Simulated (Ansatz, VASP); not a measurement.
Ge: VASP beside Ansatz

```xyz
2
Lattice="0.0000 2.7712 2.7712 2.7712 0.0000 2.7712 2.7712 2.7712 0.0000" Properties=species:S:1:pos:R:3 pbc="T T T"
Ge    4.1567    4.1567    4.1567
Ge    2.7712    2.7712    2.7712
```

Change from the starting cell: volume scaled by 0.94.

Alike in both runs: task single point; functional PBE; k mesh 8 × 8 × 8; occupations fermi-dirac, width 0.05 eV; no spin polarisation.

```csv
,VASP,Ansatz
version,VASP 6.6.1,Ansatz 0.2.0
potentials or method,"VASP PAW PBE potentials, release 64 (Ge_d), cutoff 520 eV","all-electron LAPW, scalar-relativistic"
```

```csv
,VASP,Ansatz,Ansatz less VASP
gap on the k mesh at the Fermi level (eV),0.38,0.38,-0.001
least direct gap on the mesh (eV),0.61,0.61,0.000
pressure (GPa),9.0,9.0,+0.04
```

Ansatz ran all-electron here, so the differences hold the error of VASP's frozen core and of both bases.
